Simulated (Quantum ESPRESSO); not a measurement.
The system is Cl.

```
CELL_PARAMETERS angstrom
3.14500 -2.25000 0.00000
3.14500 2.25000 0.00000
0.00000 0.00000 8.21000
ATOMIC_POSITIONS crystal
Cl 0.37000 0.63000 0.40000
Cl 0.13000 0.87000 0.90000
Cl 0.63000 0.37000 0.60000
Cl 0.87000 0.13000 0.10000
```

Program: Quantum ESPRESSO 7.5. Alike in all runs: no spin polarisation; cell as given; smearing fermi-dirac 0.05 eV.

Order these runs on this cell by their pressure, lowest first.
A. level PBE; potentials or basis SG15 PBE 1.2; k mesh 4 × 4 × 2; cutoff (eV) 789; mesh quality coarse
B. level PBEsol; potentials or basis PseudoDojo 0.4.1 SR PBEsol standard; k mesh 7 × 7 × 4; cutoff (eV) 789; mesh quality not flagged
C. level LDA; potentials or basis PseudoDojo 0.4.1 SR LDA standard; k mesh 7 × 7 × 4; cutoff (eV) 762; form of the LDA correlation PW92; mesh quality not flagged

C (-2.5 GPa), B (-0.9 GPa), A (1.0 GPa).

Caveats: some runs use coarse meshes; this potential file gives levels or pressures that part from those of other sets (some runs).

Not every run made on this cell is shown here.
